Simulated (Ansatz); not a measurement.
# Preparing Si3N4 (P6_3/m) as a host crystal, part 2 of 3

Aim: the runs on the perfect crystal Si3N4 (P6_3/m) that a defect calculation needs first.

Ansatz 0.2.0; plane-wave PAW DFT, PBEsol; relaxation of the host's cell and atoms; PAW set soft_1 (the session's first sound run).

So far. Step 3 (Dielectric tensors of the host): The principal values of the electronic dielectric tensor are 4.29, 4.29 and 4.37. The principal values of the static dielectric tensor are 8.24, 8.29 and 8.29.

## Step 4: Defect free supercell relaxed in its symmetry

This cell, the one that will hold the defects, is built from the relaxed host. Its coarser k-points can move the atoms a little, so it is relaxed from the symmetric sites, as the reference for the test of stability.

This step: plane-wave PAW DFT, PBEsol; relaxation of the defect-free supercell in its symmetry; PAW set soft_1 (Ansatz 0.2.0).

System of this step: Si3N4 (P6_3/m). The cell holds 126 atoms: 54 Si and 72 N. Cell: a = 13.206 Å, b = 13.206 Å, c = 8.731 Å, α = 90.0°, β = 90.0°, γ = 120.0°.

pristine.symmetric/input.yaml reads:

```yaml
crystal:
  lattice:
    - [11.4366858739, 6.6029736679, 0.0]
    - [-11.4366858739, 6.6029736679, 0.0]
    - [0.0, 0.0, 8.7307673361]
  atoms:
    - { symbol: Si, position: [0.0195004636, 0.8065554461, 0.25] }
    - { symbol: Si, position: [0.352833797, 0.4732221127, 0.25] }
    - { symbol: Si, position: [0.6861671303, 0.1398887794, 0.25] }
    - { symbol: Si, position: [0.2129450176, 0.0195004636, 0.0833333333] }
    - { symbol: Si, position: [0.5462783509, 0.6861671303, 0.0833333333] }
    - { symbol: Si, position: [0.8796116842, 0.352833797, 0.0833333333] }
    - { symbol: Si, position: [0.1398887794, 0.4537216491, 0.0833333333] }
    - { symbol: Si, position: [0.4732221127, 0.1203883158, 0.0833333333] }
    - { symbol: Si, position: [0.8065554461, 0.7870549824, 0.0833333333] }
    - { symbol: Si, position: [0.1934445539, 0.2129450176, 0.25] }
    - { symbol: Si, position: [0.5267778873, 0.8796116842, 0.25] }
    - { symbol: Si, position: [0.8601112206, 0.5462783509, 0.25] }
    - { symbol: Si, position: [0.1203883158, 0.647166203, 0.25] }
    - { symbol: Si, position: [0.4537216491, 0.3138328697, 0.25] }
    - { symbol: Si, position: [0.7870549824, 0.9804995364, 0.25] }
    - { symbol: Si, position: [0.3138328697, 0.8601112206, 0.0833333333] }
    - { symbol: Si, position: [0.647166203, 0.5267778873, 0.0833333333] }
    - { symbol: Si, position: [0.9804995364, 0.1934445539, 0.0833333333] }
    - { symbol: "N", position: [0.0, 0.6666666667, 0.25] }
    - { symbol: "N", position: [0.3333333333, 0.3333333334, 0.25] }
    - { symbol: "N", position: [0.6666666667, 0.0, 0.25] }
    - { symbol: "N", position: [0.0, 0.3333333333, 0.0833333333] }
    - { symbol: "N", position: [0.3333333333, 0.0, 0.0833333333] }
    - { symbol: "N", position: [0.6666666667, 0.6666666666, 0.0833333333] }
    - { symbol: "N", position: [0.2134584288, 0.4565327426, 0.25] }
    - { symbol: "N", position: [0.5467917622, 0.1231994092, 0.25] }
    - { symbol: "N", position: [0.8801250955, 0.7898660759, 0.25] }
    - { symbol: "N", position: [0.0902590195, 0.8801250955, 0.0833333333] }
    - { symbol: "N", position: [0.4235923528, 0.5467917622, 0.0833333333] }
    - { symbol: "N", position: [0.7569256862, 0.2134584288, 0.0833333333] }
    - { symbol: "N", position: [0.1231994092, 0.5764076472, 0.0833333333] }
    - { symbol: "N", position: [0.4565327426, 0.2430743138, 0.0833333333] }
    - { symbol: "N", position: [0.7898660759, 0.9097409805, 0.0833333333] }
    - { symbol: "N", position: [0.2101339241, 0.0902590195, 0.25] }
    - { symbol: "N", position: [0.5434672574, 0.7569256862, 0.25] }
    - { symbol: "N", position: [0.8768005908, 0.4235923528, 0.25] }
    - { symbol: "N", position: [0.1198749045, 0.2101339241, 0.0833333333] }
    - { symbol: "N", position: [0.4532082378, 0.8768005908, 0.0833333333] }
    - { symbol: "N", position: [0.7865415712, 0.5434672574, 0.0833333333] }
    - { symbol: "N", position: [0.2430743138, 0.7865415712, 0.25] }
    - { symbol: "N", position: [0.5764076472, 0.4532082378, 0.25] }
    - { symbol: "N", position: [0.9097409805, 0.1198749045, 0.25] }
    - { symbol: Si, position: [0.0195004636, 0.8065554461, 0.5833333333] }
    - { symbol: Si, position: [0.352833797, 0.4732221127, 0.5833333333] }
    - { symbol: Si, position: [0.6861671303, 0.1398887794, 0.5833333333] }
    - { symbol: Si, position: [0.2129450176, 0.0195004636, 0.4166666667] }
    - { symbol: Si, position: [0.5462783509, 0.6861671303, 0.4166666667] }
    - { symbol: Si, position: [0.8796116842, 0.352833797, 0.4166666667] }
    - { symbol: Si, position: [0.1398887794, 0.4537216491, 0.4166666667] }
    - { symbol: Si, position: [0.4732221127, 0.1203883158, 0.4166666667] }
    - { symbol: Si, position: [0.8065554461, 0.7870549824, 0.4166666667] }
    - { symbol: Si, position: [0.1934445539, 0.2129450176, 0.5833333333] }
    - { symbol: Si, position: [0.5267778873, 0.8796116842, 0.5833333333] }
    - { symbol: Si, position: [0.8601112206, 0.5462783509, 0.5833333333] }
    - { symbol: Si, position: [0.1203883158, 0.647166203, 0.5833333333] }
    - { symbol: Si, position: [0.4537216491, 0.3138328697, 0.5833333333] }
    - { symbol: Si, position: [0.7870549824, 0.9804995364, 0.5833333333] }
    - { symbol: Si, position: [0.3138328697, 0.8601112206, 0.4166666667] }
    - { symbol: Si, position: [0.647166203, 0.5267778873, 0.4166666667] }
    - { symbol: Si, position: [0.9804995364, 0.1934445539, 0.4166666667] }
    - { symbol: "N", position: [0.0, 0.6666666667, 0.5833333333] }
    - { symbol: "N", position: [0.3333333333, 0.3333333334, 0.5833333333] }
    - { symbol: "N", position: [0.6666666667, 0.0, 0.5833333333] }
    - { symbol: "N", position: [0.0, 0.3333333333, 0.4166666667] }
    - { symbol: "N", position: [0.3333333333, 0.0, 0.4166666667] }
    - { symbol: "N", position: [0.6666666667, 0.6666666666, 0.4166666667] }
    - { symbol: "N", position: [0.2134584288, 0.4565327426, 0.5833333333] }
    - { symbol: "N", position: [0.5467917622, 0.1231994092, 0.5833333333] }
    - { symbol: "N", position: [0.8801250955, 0.7898660759, 0.5833333333] }
    - { symbol: "N", position: [0.0902590195, 0.8801250955, 0.4166666667] }
    - { symbol: "N", position: [0.4235923528, 0.5467917622, 0.4166666667] }
    - { symbol: "N", position: [0.7569256862, 0.2134584288, 0.4166666667] }
    - { symbol: "N", position: [0.1231994092, 0.5764076472, 0.4166666667] }
    - { symbol: "N", position: [0.4565327426, 0.2430743138, 0.4166666667] }
    - { symbol: "N", position: [0.7898660759, 0.9097409805, 0.4166666667] }
    - { symbol: "N", position: [0.2101339241, 0.0902590195, 0.5833333333] }
    - { symbol: "N", position: [0.5434672574, 0.7569256862, 0.5833333333] }
    - { symbol: "N", position: [0.8768005908, 0.4235923528, 0.5833333333] }
    - { symbol: "N", position: [0.1198749045, 0.2101339241, 0.4166666667] }
    - { symbol: "N", position: [0.4532082378, 0.8768005908, 0.4166666667] }
    - { symbol: "N", position: [0.7865415712, 0.5434672574, 0.4166666667] }
    - { symbol: "N", position: [0.2430743138, 0.7865415712, 0.5833333333] }
    - { symbol: "N", position: [0.5764076472, 0.4532082378, 0.5833333333] }
    - { symbol: "N", position: [0.9097409805, 0.1198749045, 0.5833333333] }
    - { symbol: Si, position: [0.0195004636, 0.8065554461, 0.9166666667] }
    - { symbol: Si, position: [0.352833797, 0.4732221127, 0.9166666667] }
    - { symbol: Si, position: [0.6861671303, 0.1398887794, 0.9166666667] }
    - { symbol: Si, position: [0.2129450176, 0.0195004636, 0.75] }
    - { symbol: Si, position: [0.5462783509, 0.6861671303, 0.75] }
    - { symbol: Si, position: [0.8796116842, 0.352833797, 0.75] }
    - { symbol: Si, position: [0.1398887794, 0.4537216491, 0.75] }
    - { symbol: Si, position: [0.4732221127, 0.1203883158, 0.75] }
    - { symbol: Si, position: [0.8065554461, 0.7870549824, 0.75] }
    - { symbol: Si, position: [0.1934445539, 0.2129450176, 0.9166666667] }
    - { symbol: Si, position: [0.5267778873, 0.8796116842, 0.9166666667] }
    - { symbol: Si, position: [0.8601112206, 0.5462783509, 0.9166666667] }
    - { symbol: Si, position: [0.1203883158, 0.647166203, 0.9166666667] }
    - { symbol: Si, position: [0.4537216491, 0.3138328697, 0.9166666667] }
    - { symbol: Si, position: [0.7870549824, 0.9804995364, 0.9166666667] }
    - { symbol: Si, position: [0.3138328697, 0.8601112206, 0.75] }
    - { symbol: Si, position: [0.647166203, 0.5267778873, 0.75] }
    - { symbol: Si, position: [0.9804995364, 0.1934445539, 0.75] }
    - { symbol: "N", position: [0.0, 0.6666666667, 0.9166666667] }
    - { symbol: "N", position: [0.3333333333, 0.3333333334, 0.9166666667] }
    - { symbol: "N", position: [0.6666666667, 0.0, 0.9166666667] }
    - { symbol: "N", position: [0.0, 0.3333333333, 0.75] }
    - { symbol: "N", position: [0.3333333333, 0.0, 0.75] }
    - { symbol: "N", position: [0.6666666667, 0.6666666666, 0.75] }
    - { symbol: "N", position: [0.2134584288, 0.4565327426, 0.9166666667] }
    - { symbol: "N", position: [0.5467917622, 0.1231994092, 0.9166666667] }
    - { symbol: "N", position: [0.8801250955, 0.7898660759, 0.9166666667] }
    - { symbol: "N", position: [0.0902590195, 0.8801250955, 0.75] }
    - { symbol: "N", position: [0.4235923528, 0.5467917622, 0.75] }
    - { symbol: "N", position: [0.7569256862, 0.2134584288, 0.75] }
    - { symbol: "N", position: [0.1231994092, 0.5764076472, 0.75] }
    - { symbol: "N", position: [0.4565327426, 0.2430743138, 0.75] }
    - { symbol: "N", position: [0.7898660759, 0.9097409805, 0.75] }
    - { symbol: "N", position: [0.2101339241, 0.0902590195, 0.9166666667] }
    - { symbol: "N", position: [0.5434672574, 0.7569256862, 0.9166666667] }
    - { symbol: "N", position: [0.8768005908, 0.4235923528, 0.9166666667] }
    - { symbol: "N", position: [0.1198749045, 0.2101339241, 0.75] }
    - { symbol: "N", position: [0.4532082378, 0.8768005908, 0.75] }
    - { symbol: "N", position: [0.7865415712, 0.5434672574, 0.75] }
    - { symbol: "N", position: [0.2430743138, 0.7865415712, 0.9166666667] }
    - { symbol: "N", position: [0.5764076472, 0.4532082378, 0.9166666667] }
    - { symbol: "N", position: [0.9097409805, 0.1198749045, 0.9166666667] }
basis:
  ecutwfc: 420
  xc_grid: 2
hamiltonian:
  xc: pbesol
  pseudopotentials: { kind: paw, azcp: { folder: soft_1 }, xc_functional: pbe }
kpoints:
  mp_grid: { grid: [1, 1, 1] }
scf:
  occupations: { method: fermi_dirac, width: 0.01 }
  max_iter: 100
  lower_state_search: "off"
output:
  forces: true
relax:
  f_tol: 0.015
  max_steps: 60
  escape_saddle: false
checkpoint:
  write: "../pristine.symmetric.run"
  compress: false
  write_wavefunctions: false
  write_every: 100000
```

Command:

```console
> ansatz run input.yaml --threads 32 --pin off --max-ram 84787MiB --backend cuda --events-out ev --progress --plain --runs-dir out --max-vram 78GiB
```

Numbers of over 12 decimals in the logs are rounded to 6 here.

Log:

```text
[...]
device memory: the entry about to start is reckoned to put 3.9 GiB on a device that reports 172.3 GiB free (of which the cap on the GPU budget leaves the run 78.0 GiB)
GPU FFT provider: cuFFT
GPU libraries: cuBLAS 13.8.1, cuFFT 12.4.0, cuSOLVER 12.3.2
GPU matrix products: emulated (plane waves: as basis.precision tells), large ones in fixed point in workspaces of 1.00 GiB
Crystal: 126 atoms, lattice volume = 1318.628 Å³
Basis set: ecut = 420 eV, 25805 PW (Γ), exchange–correlation on 180×180×120 points (8 copies of the dense FFT grid, shifted against one another)
Bands: 414, of which v1, the nominal top of the filled ones, is band 288 counted from 1 (287 counted from 0)
Symmetry: 108 space group operations
[...]
k-points: 1
[...]
GPU buffer pool allocated for 486000 grid points (all kernels)
GPU transforms: local potential and band sums: pruned to the plane-wave sphere, on 90×90×60
[...]
SCF iter   1: F=—  HF=-61058.058571 eV  |Δ(HF+E_count)|=         —  Δρ=1.48e-1  dr2=3.04e2  Hψ=1868
[...]
SCF iter   9: F=-60961.538955 eV  HF=-60961.538955 eV  |Δ(HF+E_count)|=   1.46e-5  Δρ=2.99e-6  dr2=1.21e-7  Hψ=1138
SCF 1 converged in 9 iterations: F = -60961.538955 eV  dr2 = 1.21e-7
[...]
relax step   1: F+E_penalty+E_count = -60961.53895503 eV  Δ(F+E_penalty+E_count) = +0.000e0 eV  max|allowed force component| = 7.974e-2 eV/Å  Δτ_max = 0.0000 Å  (9 SCF iters, dr2 threshold 5.63e-6 eV, accepted)
[...]
relax step   2: F+E_penalty+E_count = -60961.54517529 eV  Δ(F+E_penalty+E_count) = -6.220e-3 eV  max|allowed force component| = 4.627e-2 eV/Å  Δτ_max = 0.0031 Å  (5 SCF iters, dr2 threshold 3.97e-7 eV, accepted)
SCF iter   1: F=—  HF=-60961.548759 eV  |Δ(HF+E_count)|=         —  Δρ=4.36e-4  dr2=2.27e-3  Hψ=781
[...]
SCF iter   6: F=-60961.547459 eV  HF=-60961.547459 eV  |Δ(HF+E_count)|=   2.67e-8  Δρ=1.56e-6  dr2=3.76e-8  Hψ=1243
SCF 3 converged in 6 iterations: F = -60961.547459 eV  dr2 = 3.76e-8
relax step   3: F+E_penalty+E_count = -60961.54745887 eV  Δ(F+E_penalty+E_count) = -2.284e-3 eV  max|allowed force component| = 6.167e-3 eV/Å  Δτ_max = 0.0025 Å  (6 SCF iters, accepted)
SCF converged after 6 iterations
Free energy (F): -60961.547459 eV
[...]
Internal energy: -60961.547459 eV  (E = F + TS)
E sigma→0 (E₀):  -60961.547459 eV
Fermi energy:    10.127442 eV
[...]
--- Forces (eV/Å), atoms counted from 1 ---
  atom   1  Si     0.00319502     0.00527582     0.00000000
  atom   2  Si     0.00319502     0.00527582    -0.00000000
  atom   3  Si     0.00319502     0.00527582    -0.00000000
  atom   4  Si    -0.00297148     0.00540488    -0.00000000
  atom   5  Si    -0.00297148     0.00540488     0.00000000
  atom   6  Si    -0.00297148     0.00540488    -0.00000000
  [... 120 more lines of this table ...]
  max |Σ_I F_I| component: 7.01e-17 eV/Å
--- Relaxed structure (3 steps of the walk, 3 accepted, 0 SCFs on fresh bases) ---
  F+E_penalty+E_count = -60961.54745887 eV   max|allowed force component| = 6.167e-3 eV/Å
  atoms:
    - { symbol: Si, position: [0.019226, 0.806520, 0.250000] }
    - { symbol: Si, position: [0.352560, 0.473186, 0.250000] }
    - { symbol: Si, position: [0.685893, 0.139853, 0.250000] }
    - { symbol: Si, position: [0.212706, 0.019226, 0.083333] }
    - { symbol: Si, position: [0.546040, 0.685893, 0.083333] }
    - { symbol: Si, position: [0.879373, 0.352560, 0.083333] }
  [... 120 more lines of this table ...]
```

Elapsed: 2.7 s, on 1 × NVIDIA GB200 with 32 threads of Arm Neoverse V2, shared host; peak memory 1.1 GiB; 7.7 s of CPU time.

Step by step:

| step | energy less that of the first step (eV) | largest force component (eV/Å) |
| --- | --- | --- |
| 1 | 0.0000 | 0.0797 |
| 2 | -0.0062 | 0.0463 |
| 3 | -0.0085 | 0.0062 |

Forces are held to the 108 operations that the run works with; a distortion that breaks them can't arise in this run.

## Step 5: Defect free supercell relaxed from displaced atoms

This step: plane-wave PAW DFT, PBEsol; relaxation of the defect-free supercell from random displacements, a test of the host's stability; PAW set soft_1 (Ansatz 0.2.0).

pristine.rattled/input.yaml, as its differences from pristine.symmetric/input.yaml of step 4:

```diff
@@ -148,6 +148,6 @@
   f_tol: 0.015
-  max_steps: 60
-  escape_saddle: false
+  max_steps: 120
+  random_displacement: { amplitude: 0.06, seed: 1342 }
 checkpoint:
-  write: "../pristine.symmetric.run"
+  write: "../pristine.rattled.run"
   compress: false
```

Log:

```text
[...]
Crystal: 126 atoms, lattice volume = 1318.628 Å³
Basis set: ecut = 420 eV, 25805 PW (Γ), exchange–correlation on 180×180×120 points (8 copies of the dense FFT grid, shifted against one another)
Bands: 414, of which v1, the nominal top of the filled ones, is band 288 counted from 1 (287 counted from 0)
Symmetry: 1 space group operations
k-points: 1
[...]
SCF iter   1: F=—  HF=-61052.264477 eV  |Δ(HF+E_count)|=         —  Δρ=1.50e-1  dr2=3.12e2  Hψ=1880
[...]
SCF iter   2: F=—  HF=-60957.435537 eV  |Δ(HF+E_count)|=    9.48e1  Δρ=4.92e-2  dr2=1.83e1  Hψ=991
[...]
SCF iter   9: F=-60953.392014 eV  HF=-60953.392012 eV  |Δ(HF+E_count)|=   7.39e-6  Δρ=1.56e-5  dr2=3.53e-6  Hψ=1569
SCF 1 converged in 9 iterations: F = -60953.392014 eV  dr2 = 3.53e-6
[...]
relax step   1: F+E_penalty+E_count = -60953.39201444 eV  Δ(F+E_penalty+E_count) = +0.000e0 eV  max|allowed force component| = 3.931e0 eV/Å  Δτ_max = 0.0000 Å  (9 SCF iters, dr2 threshold 5.63e-6 eV, accepted)
[...]
relax step   2: F+E_penalty+E_count = -60958.47771041 eV  Δ(F+E_penalty+E_count) = -5.086e0 eV  max|allowed force component| = 2.423e0 eV/Å  Δτ_max = 0.0501 Å  (6 SCF iters, dr2 threshold 1.00e-4 eV, accepted)
relax step   3: F+E_penalty+E_count = -60961.54442156 eV  Δ(F+E_penalty+E_count) = -3.067e0 eV  max|allowed force component| = 5.626e-2 eV/Å  Δτ_max = 0.0599 Å  (6 SCF iters, dr2 threshold 1.00e-4 eV, accepted)
relax step   4: F+E_penalty+E_count = -60961.54443293 eV  Δ(F+E_penalty+E_count) = -1.137e-5 eV  max|allowed force component| = 5.628e-2 eV/Å  Δτ_max = 0.0000 Å  (4 SCF iters, accepted)
[...]
SCF iter   1: F=—  HF=-60961.549129 eV  |Δ(HF+E_count)|=         —  Δρ=5.73e-4  dr2=3.64e-3  Hψ=898
[...]
SCF iter   2: F=—  HF=-60961.548227 eV  |Δ(HF+E_count)|=   9.02e-4  Δρ=3.03e-4  dr2=9.53e-4  Hψ=756
[...]
SCF iter   6: F=-60961.547506 eV  HF=-60961.547506 eV  |Δ(HF+E_count)|=   1.52e-7  Δρ=1.98e-6  dr2=5.04e-8  Hψ=1252
SCF 5 converged in 6 iterations: F = -60961.547506 eV  dr2 = 5.04e-8
[...]
relax step   5: F+E_penalty+E_count = -60961.54750578 eV  Δ(F+E_penalty+E_count) = -3.073e-3 eV  max|allowed force component| = 2.255e-3 eV/Å  Δτ_max = 0.0069 Å  (6 SCF iters, accepted)
SCF converged after 6 iterations
Free energy (F): -60961.547506 eV
[...]
Internal energy: -60961.547506 eV  (E = F + TS)
E sigma→0 (E₀):  -60961.547506 eV
Fermi energy:    10.127487 eV
[...]
--- Forces (eV/Å), atoms counted from 1 ---
  atom   1  Si     0.00011498     0.00051613    -0.00039315
  atom   2  Si     0.00108356    -0.00081977    -0.00047718
  atom   3  Si     0.00062435    -0.00054244     0.00032479
  atom   4  Si     0.00102068     0.00044468     0.00026412
  atom   5  Si     0.00031808     0.00084408     0.00062353
  atom   6  Si    -0.00132857     0.00038101     0.00068713
  [... 120 more lines of this table ...]
  max |Σ_I F_I| component: 8.75e-5 eV/Å
--- Relaxed structure (5 steps of the walk, 5 accepted, 0 SCFs on fresh bases) ---
  F+E_penalty+E_count = -60961.54750578 eV   max|allowed force component| = 2.255e-3 eV/Å
  atoms:
    - { symbol: Si, position: [0.019239, 0.806445, 0.249972] }
    - { symbol: Si, position: [0.352580, 0.473124, 0.249959] }
    - { symbol: Si, position: [0.685916, 0.139786, 0.249968] }
    - { symbol: Si, position: [0.212707, 0.019189, 0.083313] }
    - { symbol: Si, position: [0.546042, 0.685852, 0.083285] }
    - { symbol: Si, position: [0.879382, 0.352510, 0.083299] }
  [... 120 more lines of this table ...]
```

Wall time 3.7 s (1 × NVIDIA GB200 with 32 threads); peak memory 1.1 GiB.

Step by step:

| step | energy less that of the first step (eV) | largest force component (eV/Å) |
| --- | --- | --- |
| 1 | 0.0000 | 3.9314 |
| 2 | -5.0857 | 2.4230 |
| 3 | -8.1524 | 0.0563 |
| 4 | -8.1524 | 0.0563 |
| 5 | -8.1555 | 0.0023 |

The relaxation ends 65 meV an atom lower than the displaced start, with a largest force component of 0.0023 eV/Å.

## Step 6: Host on a dense mesh

This step: plane-wave PAW DFT, PBEsol; single point of the defect-free host, a test of the k-point sampling; PAW set soft_1 (Ansatz 0.2.0).

System of this step: Si3N4 (P6_3/m). It takes space group P6_3/m (No. 176, hexagonal). The conventional cell has a = 7.624 Å, b = 7.624 Å, c = 2.910 Å, α = 90.00°, β = 90.00°, γ = 120.00°. Nearest to Si lie 4 N at 1.73 to 1.74 Å. Nearest to N lie 3 Si at 1.73 Å. Nearest to N lie 3 Si at 1.74 Å. Farther neighbours and most contacts between anions are not listed.

dense/input.yaml reads:

```yaml
crystal:
  lattice:
    - [7.6244572493, 0.0, 0.0]
    - [-3.8122286246, 6.6029736679, 0.0]
    - [0.0, 0.0, 2.9102557787]
  atoms:
    - { symbol: Si, position: [0.2324454812, 0.8260559097, 0.75] }
    - { symbol: Si, position: [0.4063895715, 0.2324454812, 0.25] }
    - { symbol: Si, position: [0.8260559097, 0.5936104285, 0.25] }
    - { symbol: Si, position: [0.1739440903, 0.4063895715, 0.75] }
    - { symbol: Si, position: [0.5936104285, 0.7675545188, 0.75] }
    - { symbol: Si, position: [0.7675545188, 0.1739440903, 0.25] }
    - { symbol: "N", position: [0.3333333333, 0.6666666667, 0.75] }
    - { symbol: "N", position: [0.6666666667, 0.3333333333, 0.25] }
    - { symbol: "N", position: [0.970384115, 0.6699911714, 0.75] }
    - { symbol: "N", position: [0.3003929436, 0.970384115, 0.25] }
    - { symbol: "N", position: [0.6699911714, 0.6996070564, 0.25] }
    - { symbol: "N", position: [0.3300088286, 0.3003929436, 0.75] }
    - { symbol: "N", position: [0.029615885, 0.3300088286, 0.25] }
    - { symbol: "N", position: [0.6996070564, 0.029615885, 0.75] }
basis:
  ecutwfc: 420
  xc_grid: 2
hamiltonian:
  xc: pbesol
  pseudopotentials: { kind: paw, azcp: { folder: soft_1 }, xc_functional: pbe }
kpoints:
  mp_grid: { grid: [4, 4, 9] }
scf:
  occupations: { method: fermi_dirac, width: 0.01 }
  max_iter: 100
  lower_state_search: "off"
checkpoint:
  write: "../dense.run"
  compress: false
  write_wavefunctions: false
  write_every: 100000
```

Command:

```console
> ansatz run input.yaml --threads 32 --pin off --max-ram 84787MiB --backend cpu --events-out ev --progress --plain --runs-dir out
```

Log:

```text
[...]
Crystal: 14 atoms, lattice volume = 146.514 Å³
Basis set: ecut = 420 eV, 2859 PW (Γ), exchange–correlation on 108×108×40 points (8 copies of the dense FFT grid, shifted against one another)
Bands: 46, of which v1, the nominal top of the filled ones, is band 32 counted from 1 (31 counted from 0)
Symmetry: 12 space group operations
[...]
k-points: 20 of 144
[...]
SCF iter   1: F=—  HF=-6784.394123 eV  |Δ(HF+E_count)|=         —  Δρ=1.48e-1  dr2=3.34e1  Hψ=4455
[...]
SCF iter   9: F=-6773.818118 eV  HF=-6773.818118 eV  |Δ(HF+E_count)|=   1.81e-6  Δρ=3.50e-6  dr2=2.07e-8  Hψ=2151
SCF 1 converged in 9 iterations: F = -6773.818118 eV  dr2 = 2.07e-8
[...]
SCF converged after 9 iterations
Free energy (F): -6773.818118 eV
[...]
Internal energy: -6773.818118 eV  (E = F + TS)
E sigma→0 (E₀):  -6773.818118 eV
Fermi energy:    10.206388 eV
[...]
```

Wall time 0.62 s (32 threads); peak memory 0.35 GiB.

[end of part 2 of 3]

[Logs are printed without paths, hosts, clocks, repeated set-up lines and the standing remarks that a program may print on its own settings, such as how far it seeks lower states.]

[Hosts, paths, dates, database ids (printed as entryN), source tags and the programs' standing remarks are cut or masked in the printed files.]

[Runs of the host that timed out are not shown.]

[For some hosts the program warned that the k-mesh of the response run may be too coarse for force constants and the static dielectric constant; such warnings are not always shown.]
